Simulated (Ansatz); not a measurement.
AlNi3, 4 atoms in the cell. It takes space group Pm-3m (No. 221, cubic). Conventional cell: a = 3.523 Å, b = 3.523 Å, c = 3.523 Å, α = 90.00°, β = 90.00°, γ = 90.00°. Ni (site symmetry 4/mmm) is surrounded by 8 Ni at 2.49 Å and 4 Al at 2.49 Å. Al (site symmetry m-3m) has 12 Ni at 2.49 Å as nearest neighbours. The cell is a database's computed one.

| Property | Result |
| --- | --- |
| Program | Ansatz 0.2.0 |
| Task | single point |
| Functional | PBE |
| Potentials or basis | Ansatz PAW |
| Cutoff | 420 eV (not typed: the program's choice for these potentials) |
| k mesh | 6 × 6 × 6 |
| Occupations | fermi-dirac, width 0.05 eV |
| Spin | collinear spin, ferromagnetic start |
| Starting moments | [2.0, 2.0, 2.0, 0.0] μB |
| Fixed moment | 6 μB |

Potentials or basis: Ansatz PAW.

Command:

```console
$ ansatz run input.yaml --threads 2 --pin off --max-ram 5632MiB --backend cpu --events-out ev --progress --plain --runs-dir out
```

Hardware: 2 threads of Intel(R) Xeon(R) Platinum 8259CL CPU @ 2.50GHz (Skylake/Cascade Lake), on a shared host.

**Question.** How long does it take, and how much memory?

**Answer.** It took 2 s on 2 threads of Intel(R) Xeon(R) Platinum 8259CL CPU @ 2.50GHz (Skylake/Cascade Lake), on a shared host, peak memory 0.38 GiB. Counts: scf iterations 9, plane waves 847, k points 20, bands 38.
